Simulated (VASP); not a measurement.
SiGe7: relaxation of cell and atoms with PBEsol

The system is SiGe7.

```xyz
8
Lattice="5.6386 0.0000 0.0000 0.0000 -5.6386 0.0000 0.0000 0.0000 -5.6386" Properties=species:S:1:pos:R:3 pbc="T T T"
Si    0.0000   -2.8193   -2.8193
Ge    2.8193    0.0000   -2.8193
Ge    2.8193   -2.8193    0.0000
Ge    0.0000    0.0000    0.0000
Ge    1.3932   -1.4261   -1.4261
Ge    4.2454   -4.2125   -1.4261
Ge    4.2454   -1.4261   -4.2125
Ge    1.3932   -4.2125   -4.2125
```

The cell was built by a generator and needn't be a form met in nature.

- Program: VASP 6.6.1
- Task: relaxation of cell and atoms
- Functional: PBEsol
- Potentials or basis: VASP PAW PBE potentials, release 64 (Si, Ge_d)
- Cutoff: 600 eV
- k mesh: 6 × 6 × 6
- Occupations: gaussian, width 0.03 eV
- Spin: no spin polarisation
- Further INCAR settings: ALGO = Normal; EDIFF = 1e-07; IBRION = 2; EDIFFG = -0.005; NSW = 90; ISIF = 3

The pressure after relaxing is 0.0 GPa and the band gap on the k mesh is 0.17 eV, indirect (least direct gap 0.34 eV).

Forces on the atoms (eV/Å):
```
Si   0.000  0.000  0.000
Ge   0.000  0.000  0.000
Ge   0.000  0.000  0.000
Ge   0.000  0.000  0.000
Ge  -0.002 -0.002 -0.002
Ge   0.002  0.002 -0.002
Ge   0.002 -0.002  0.002
Ge  -0.002  0.002  0.002
```

Final structure:
```
Si Ge
1.0
     5.63860    0.00000    0.00000
     0.00000   -5.63860    0.00000
     0.00000    0.00000   -5.63860
Si Ge
1 7
Cartesian
  0.0000 -2.8193 -2.8193
  2.8193 0.0000 -2.8193
  2.8193 -2.8193 0.0000
  0.0000 0.0000 0.0000
  1.3932 -1.4261 -1.4261
  4.2454 -4.2125 -1.4261
  4.2454 -1.4261 -4.2125
  1.3932 -4.2125 -4.2125
```

Levels at points of the mesh, in eV from the valence-band top:
```csv
k point,band 48,band 49,band 50,band 51,band 52,band 53,band 54,band 55
"(0.00, 0.00, 0.00)",-3.00,0.00,0.00,0.00,0.34,0.55,0.55,0.65
"(0.50, 0.00, 0.00)",-2.08,-2.08,-1.94,-1.94,0.87,1.06,2.69,2.80
"(0.50, 0.50, 0.00)",-1.54,-1.54,-1.47,-1.33,1.75,2.07,2.07,2.08
"(0.50, 0.50, 0.50)",-1.31,-1.31,-1.26,-1.26,0.17,0.17,0.17,0.64
```

Wall time 72 s on 2 MPI ranks on Intel(R) Xeon(R) 6975P-C (Granite Rapids), on a shared host, peak memory 0.44 GiB a rank.

Caveat: the relaxation stopped at its first step, so nothing moved; the PAW data sets were made with another functional, which shifts forces and pressure a little. A hybrid or GW would open this gap; PBEsol tends to underestimate it.
